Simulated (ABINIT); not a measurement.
Nb, 1 atom in the cell. It takes space group Im-3m (No. 229, cubic). The conventional cell has a = 3.328 Å, b = 3.328 Å, c = 3.328 Å, α = 90.00°, β = 90.00°, γ = 90.00°. Nb (site symmetry m-3m) is surrounded by 8 Nb at 2.88 Å. 

| Quantity | Value |
| --- | --- |
| Program | ABINIT 10.8.3 (patched build) |
| Task | optical spectrum |
| Functional | PBEsol |
| Potentials or basis | PseudoDojo NC SR PBEsol v0.4.1 standard |
| Cutoff | 1007 eV |
| k mesh | 14 × 14 × 14, with 2 shifts |
| Occupations | methfessel-paxton, width 0.2 eV |
| Spin | no spin polarisation |
| Bands in the sums | 12 |
| Broadening (eV) | 0.05 |
| Scissor shift (eV) | 0 |
| Tensor components | [11] |

Potentials or basis: PseudoDojo NC SR PBEsol v0.4.1 standard.

Command:

```bash
$ abinit run.abi > log 2>&1
$ optic optic.abi > optic.log 2>&1
```

Hardware: 1 thread of AMD EPYC 9R14 (Zen 4), on a shared host.

Problem. Estimate the wall time of this run.

Solution. Wall time 120 s on 1 thread of AMD EPYC 9R14 (Zen 4), on a shared host, peak memory 2.1 GiB. Counts: scf iterations 7, mpi ranks 1, k points 168, bands 11, plane waves 1356.
